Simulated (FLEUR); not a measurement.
## AlN under changes of volume

One of the cells (9.946 Å³/atom); the others are scaled copies at fixed shape and fractional positions:

```
CELL_PARAMETERS angstrom
3.31212 0.00000 0.00000
-1.65606 2.86838 0.00000
0.00000 0.00000 4.18756
ATOMIC_POSITIONS crystal
Al 0.66667 0.33333 0.25000
Al 0.33333 0.66667 0.75000
N 0.66667 0.33333 0.75000
N 0.33333 0.66667 0.25000
```

Measurements of this composition are mostly on another form, of space group No. 186.

* Program: FLEUR MaX-R8.1 (patched build s14)
* Functional: PBE
* Potentials or basis: all-electron
* Basis: FLAPW
* Kmax: 4.6 1/bohr
* k mesh: 9 × 9 × 7
* Occupations: fermi-dirac, width 0.05 eV
* Spin: no spin polarisation

```tsv
volume (Å³/atom)	energy over the lowest point (meV/atom)	gap on the mesh (eV)
9.349	26.68	3.73
9.548	11.70	3.57
9.747	2.98	3.42
9.946	0.00	3.27
10.145	2.05	3.12
10.344	8.86	2.97
10.543	?	?
```

Question: What does the run at 10.543 Å³/atom give?

Answer: Energy over the lowest point 20.04 meV/atom; gap on the mesh 2.82 eV.

Worked out: A Birch-Murnaghan fit of order 3 (a polynomial in V^(-2/3)) to the other rows has its minimum at 9.96 Å³/atom with B0 = V·E''(V) = 206 GPa and B' = 3.9 at fixed shape and positions, which overstates the stiffness. It gives 19.85 meV/atom at 10.543 Å³/atom, against the run's 20.04. A straight line through the other rows of the gap, of slope -7.49 eV per unit of ln V (its deformation potential), extrapolates to 2.83 eV, against the run's 2.82.

Energies are extrapolated to zero smearing.

Caveats: the plane-wave cutoff is short for the semicore states, which can make moduli rough; an odd mesh through Γ misses points on the zone boundary, where band edges often lie (some runs).
